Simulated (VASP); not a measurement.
Wanted: the native input for a VASP 6.6.1 run.

```
Task                   : single point
Functional             : PBE
Potentials or basis    : VASP PAW PBE potentials, release 64 (Ir, O)
Cutoff                 : 520 eV
k mesh                 : 6 × 6 × 10
Occupations            : gaussian, width 0.05 eV
Spin                   : no spin polarisation
Dipole correction      : no
Further INCAR settings : ALGO = Normal; EDIFF = 1e-06; NBANDS = 30
```

The structure of IrO2 lies in POSCAR:

```
IrO2
1.0
    4.4539520128      0.0000000000      0.0000000000
    0.0000000000      4.4539520128      0.0000000000
    0.0000000000      0.0000000000      3.1562756496
Ir O
2 4
Direct
    0.0000000000      0.0000000000      0.0000000000
    0.5000000000      0.5000000000      0.5000000000
    0.3087679473      0.3087679473      0.0000000000
    0.1912320527      0.8087679473      0.5000000000
    0.6912320527      0.6912320527      0.0000000000
    0.8087679473      0.1912320527      0.5000000000
```

One way to write it, as run:

INCAR

```
ALGO = Normal
EDIFF = 1E-6
ENCUT = 520
GGA = PE
ISIF = 2
ISMEAR = 0
LASPH = T
LCHARG = T
LELF = T
LREAL = F
LVHAR = T
LWAVE = F
NBANDS = 30
NELM = 100
PREC = Accurate
SIGMA = 0.05
```

KPOINTS

```
k-points
0
Gamma
  6 6 10
```

Potentials or basis: VASP PAW PBE potentials, release 64 (Ir, O).

Run with:

```sh
$ cat potpaw_PBE.64/Ir/POTCAR potpaw_PBE.64/O/POTCAR > POTCAR
$ mpirun -np 1 vasp_std > vasp.out
```

Results of the run:

```
Pressure               : 14.6 GPa
Largest force          : 0.006 eV/Å
Band gap on the k mesh : none (metal or under the smearing width)
```

Run time: 67 s on 1 thread of Intel(R) Xeon(R) Platinum 8259CL CPU @ 2.50GHz (Skylake/Cascade Lake), on a shared host, peak memory 0.24 GiB.
